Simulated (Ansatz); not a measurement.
Ca (Fm-3m)

The calculation used Ansatz 0.2.0, DFT PBE, scalar-relativistic, plane waves, PAW.

Settings: cutoff 420 eV, Γ-centred mesh 14×14×14 on the computed 1-atom cell, Gaussian smearing of 0.10 eV; no spin polarisation.

The structure is relaxed at this level of theory with its symmetry kept.

```
CELL_PARAMETERS angstrom
0.00000 2.76240 2.76240
2.76240 0.00000 2.76240
2.76240 2.76240 0.00000
ATOMIC_POSITIONS crystal
Ca 0.00000 0.00000 0.00000
```

| Property | Result |
| --- | --- |
| Space group | Fm-3m (No. 225) |
| Volume per atom | 42.16 Å³ |
| Formation energy from the elements' standard states (uncorrected) | +0.001 eV/atom |
| Kohn–Sham band gap | none (metal) |
| Density of states at the Fermi level | 1.65 states/eV per cell |
| Bader charges (e) | Ca (1 in the cell) 0.00 |

Cost: 1 run of about 0.16 core-minutes, on Arm Neoverse V1 (shared hosts).